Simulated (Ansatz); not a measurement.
## Elastic constants of AlP (F-43m) under pressure

```yaml
crystal:
  lattice:
    - [0.00000, 2.73922, 2.73922]
    - [2.73922, 0.00000, 2.73922]
    - [2.73922, 2.73922, 0.00000]
  atoms:
    - { symbol: Al, position: [0.00000, 0.00000, 0.00000] }
    - { symbol: P, position: [0.75000, 0.75000, 0.75000] }
```

This is the zero-pressure cell. At each pressure cell and atoms are relaxed in this structure, and the constants are slopes of the stress at strains of ±0.005 with relaxed ions (the coefficients that govern stability under load). Level: r²SCAN, PAW on Ansatz 0.2.0's default frozen-core files (fitted under PBE), scalar-relativistic; k mesh 8×8×8, strains of ±0.005, fixed occupations, cutoff 500 eV. P is the pressure of the relaxed cell, less that of this one.

```csv
P (GPa),V/V₀,C11 (GPa),C12 (GPa),C44 (GPa)
0.00,1.0000,137.4,67.2,66.9
0.99,0.9893,141.1,71.3,67.4
2.00,0.9791,144.8,75.5,67.8
4.03,?,?,?,?
6.99,0.9349,162.0,95.7,68.7
9.99,0.9124,171.7,107.5,68.6
14.99,0.8799,187.0,126.6,67.5
```

Q: Does the bulk modulus from the constants agree with the pressure-volume curve?

A: A third-order Birch-Murnaghan fit to the volumes shown (F against f, f = [(V₀/V)^(2/3) − 1]/2) gives B₀ = 90.6 GPa and B′ = 4.0. Its −V dP/dV stands beside (C11 + 2C12)/3:

```csv
P (GPa),from P(V),from the constants
0.00,90.6,90.6
0.99,94.6,94.6
2.00,98.6,98.6
6.99,117.8,117.8
9.99,129.0,128.9
14.99,147.3,146.8
```

Q: What are the pressure derivatives at zero pressure?

A: Slopes at V₀ of quadratic fits in −ln(V/V₀) through the first four rows shown, divided by B₀: dC11/dP = 3.8, dC12/dP = 4.2, dC44/dP = 0.5. The mean slopes up to 2.0 GPa are 3.7, 4.2, 0.4; curvature and scatter of the constants part the two. The combination (dC11/dP + 2 dC12/dP)/3 = 4.1 stands against B′.

Q: Fill the row at 4.03 GPa.

A: Cubic fits in −ln(V/V₀) through all rows shown give C11 = 152.0, C12 = 83.8, C44 = 68.4 GPa. Computed: V/V₀ = 0.9599, C11 (GPa) = 152.0, C12 (GPa) = 83.8, C44 (GPa) = 68.4.

Q: Does a shear stiffness soften?

A: C44 goes from 66.9 to 67.5 GPa, through a maximum of 68.7 near 7 GPa; (C11 − C12)/2 goes from 35.1 to 30.2 GPa. (C11 − C12)/2 softens under pressure, though the lattice stays mechanically stable over this range.

Known limits: no other phase was computed; many crystals of this kind change structure within this range, and rows or crossings beyond such a change describe a metastable lattice; frozen-core PAW files fitted under PBE, their cores solved anew for the functional of the run; constants at zero field, no piezoelectric stiffening; phonons weren't checked at these pressures.
